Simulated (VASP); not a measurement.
A run of VASP 6.6.1 is set up as follows.

The input INCAR:

```
PREC = Accurate ; ENCUT = 600
EDIFF = 1E-7 ; ISMEAR = 0
SIGMA = 0.02 ; LREAL = F
LASPH = T ; NELM = 100
ALGO = Normal ; ISIF = 3
LWAVE = F ; LCHARG = F
GGA = PE ; IBRION = 2
NSW = 100 ; EDIFFG = -0.002
```

The input KPOINTS:

```
Automatic mesh
0
Gamma
  10 10 10
```

The input POSCAR:

```
AlN
1.0
    0.0000000000      2.0345180000      2.0345180000
    2.0345180000      0.0000000000      2.0345180000
    2.0345180000      2.0345180000      0.0000000000
Al N
1 1
Direct
    0.5000000000      0.5000000000      0.5000000000
    0.0000000000      0.0000000000      0.0000000000
```

Potentials or basis: VASP PAW PBE potentials, release 64 (Al, N).

Launch:

```bash
$ cat potpaw_PBE.64/Al/POTCAR potpaw_PBE.64/N/POTCAR > POTCAR
$ mpirun -np 1 vasp_std > vasp.out
```

Estimate the relaxed cell.

a = 2.877 Å, b = 2.877 Å, c = 2.877 Å, α = 60.00°, β = 60.00°, γ = 60.00°.

What does it give for the band gap on the k mesh?

4.43 eV, indirect (least direct gap 5.42 eV).

Predict the space group after relaxing (to 0.05 Å).

Fm-3m (No. 225).

Final structure:
```
Al N
1.0
     0.00000    2.03411    2.03411
     2.03411    0.00000    2.03411
     2.03411    2.03411    0.00000
Al N
1 1
Direct
  0.50000 0.50000 0.50000
  0.00000 0.00000 0.00000
```

A k mesh can miss the band edges. As with any semilocal functional, this PBE gap is likely too small.
